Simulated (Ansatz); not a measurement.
# Al27Au: the cost of one run

All numbers below are computed with Ansatz 0.2.0 (DFT LDA, plane waves, PAW, scalar-relativistic, no spin polarisation).

**1. The structure to begin with**

The cell holds 28 atoms (Al27Au): a = 8.591 Å, b = 8.591 Å, c = 17.677 Å, α = 90.00°, β = 90.00°, γ = 60.00°.

Structure file:

```cif
data_structure
_symmetry_space_group_name_H-M 'P 1'
_symmetry_Int_Tables_number 1
_cell_length_a 8.5913
_cell_length_b 8.5913
_cell_length_c 17.6765
_cell_angle_alpha 90.000
_cell_angle_beta 90.000
_cell_angle_gamma 60.000
_cell_volume 1129.93
loop_
_atom_site_label
_atom_site_type_symbol
_atom_site_fract_x
_atom_site_fract_y
_atom_site_fract_z
_atom_site_occupancy
Al1 Al 0.11111 0.11111 0.05657 1
Al2 Al 0.44444 0.11111 0.05657 1
Al3 Al 0.77778 0.11111 0.05657 1
Al4 Al 0.11111 0.44444 0.05657 1
Al5 Al 0.44444 0.44444 0.05657 1
Al6 Al 0.77778 0.44444 0.05657 1
Al7 Al 0.11111 0.77778 0.05657 1
Al8 Al 0.44444 0.77778 0.05657 1
Al9 Al 0.77778 0.77778 0.05657 1
Al10 Al 0.88889 0.22222 0.18885 1
Al11 Al 0.22222 0.22222 0.18885 1
Al12 Al 0.55556 0.22222 0.18885 1
Al13 Al 0.88889 0.55556 0.18885 1
Al14 Al 0.22222 0.55556 0.18885 1
Al15 Al 0.55556 0.55556 0.18885 1
Al16 Al 0.88889 0.88889 0.18885 1
Al17 Al 0.22222 0.88889 0.18885 1
Al18 Al 0.55556 0.88889 0.18885 1
Al19 Al 0.00000 0.00000 0.32113 1
Al20 Al 0.33333 0.00000 0.32113 1
Al21 Al 0.66667 0.00000 0.32113 1
Al22 Al 0.00000 0.33333 0.32113 1
Al23 Al 0.33333 0.33333 0.32113 1
Al24 Al 0.66667 0.33333 0.32113 1
Al25 Al 0.00000 0.66667 0.32113 1
Al26 Al 0.33333 0.66667 0.32113 1
Al27 Al 0.66667 0.66667 0.32113 1
Au1 Au 0.55529 0.90438 0.44276 1
```

**2. Relaxing end A**

input.yaml

```yaml
crystal:
  lattice:
    - [8.591347, 0.0, 0.0]
    - [4.295674, 7.440325, 0.0]
    - [0.0, 0.0, 17.676537]
  atoms:
    - { symbol: Al, position: [0.1111111, 0.1111111, 0.0565722] }
    - { symbol: Al, position: [0.4444444, 0.1111111, 0.0565722] }
    - { symbol: Al, position: [0.7777778, 0.1111111, 0.0565722] }
    - { symbol: Al, position: [0.1111111, 0.4444444, 0.0565722] }
    - { symbol: Al, position: [0.4444444, 0.4444444, 0.0565722] }
    - { symbol: Al, position: [0.7777778, 0.4444444, 0.0565722] }
    - { symbol: Al, position: [0.1111111, 0.7777778, 0.0565722] }
    - { symbol: Al, position: [0.4444444, 0.7777778, 0.0565722] }
    - { symbol: Al, position: [0.7777778, 0.7777778, 0.0565722] }
    - { symbol: Al, position: [-0.1111111, 0.2222222, 0.1888531] }
    - { symbol: Al, position: [0.2222222, 0.2222222, 0.1888531] }
    - { symbol: Al, position: [0.5555556, 0.2222222, 0.1888531] }
    - { symbol: Al, position: [-0.1111111, 0.5555556, 0.1888531] }
    - { symbol: Al, position: [0.2222222, 0.5555556, 0.1888531] }
    - { symbol: Al, position: [0.5555556, 0.5555556, 0.1888531] }
    - { symbol: Al, position: [-0.1111111, 0.8888889, 0.1888531] }
    - { symbol: Al, position: [0.2222222, 0.8888889, 0.1888531] }
    - { symbol: Al, position: [0.5555556, 0.8888889, 0.1888531] }
    - { symbol: Al, position: [0.0, 0.0, 0.321134] }
    - { symbol: Al, position: [0.3333333, 0.0, 0.321134] }
    - { symbol: Al, position: [0.6666667, 0.0, 0.321134] }
    - { symbol: Al, position: [0.0, 0.3333333, 0.321134] }
    - { symbol: Al, position: [0.3333333, 0.3333333, 0.321134] }
    - { symbol: Al, position: [0.6666667, 0.3333333, 0.321134] }
    - { symbol: Al, position: [0.0, 0.6666667, 0.321134] }
    - { symbol: Al, position: [0.3333333, 0.6666667, 0.321134] }
    - { symbol: Al, position: [0.6666667, 0.6666667, 0.321134] }
    - { symbol: Au, position: [0.5552906, 0.9043832, 0.4427642] }
basis:
  ecutwfc: 420.0
kpoints:
  mp_grid: { grid: [4, 4, 1] }
hamiltonian:
  xc: lda
scf:
  occupations: { method: fermi_dirac, width: 0.05 }
  lower_state_search: "off"
relax:
  f_tol: 0.03
  max_steps: 60
  adjacent_minimum: "off"
  constraints: [{ sites: [0, 1, 2, 3, 4, 5, 6, 7, 8] }]
```

Command:

```
$ ansatz run input.yaml --threads 4 --pin off --max-ram 10240MiB --backend cpu --events-out ev --progress --plain --runs-dir out
```

**Question.** How long does this run take on 4 threads of Intel Xeon Platinum 8488C (Sapphire Rapids), shared host, and how much memory does it need?

About 46 s, with a peak of 2.2 GiB.
